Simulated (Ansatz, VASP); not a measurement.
SnTe: VASP beside Ansatz

```xyz
2
Lattice="0.3961 3.3664 3.3664 3.3664 0.3961 3.3664 3.3664 3.3664 0.3961" Properties=species:S:1:pos:R:3 pbc="T T T"
Sn    0.0000    0.0000    0.0000
Te    3.5645    3.5645    3.5645
```

Alike in both runs: task single point; functional PBE; k mesh 10 × 10 × 10; occupations gaussian, width 0.03 eV; no spin polarisation.

|  | VASP | Ansatz |
| --- | --- | --- |
| version | VASP 6.6.1 | Ansatz 0.2.0 |
| potentials or method | VASP PAW PBE potentials, release 64 (Sn_d, Te) | scalar-relativistic, plane waves, PAW |
| plane-wave cutoff (eV) | 520 | 420 |
| valence electrons in the cell | 20 | 30 |

```csv
,VASP,Ansatz,Ansatz less VASP
gap on the k mesh at the Fermi level (eV),none,none,-
pressure (GPa),1.2,1.2,+0.02
largest component of the traceless stress (GPa),1.76,1.77,+0.004
```

A gap of «none» marks a metal or a gap that the smearing closes. The two sets of potentials don't hold the same shells in valence.

The runs have no spin-orbit coupling, so splittings on Te are missing.
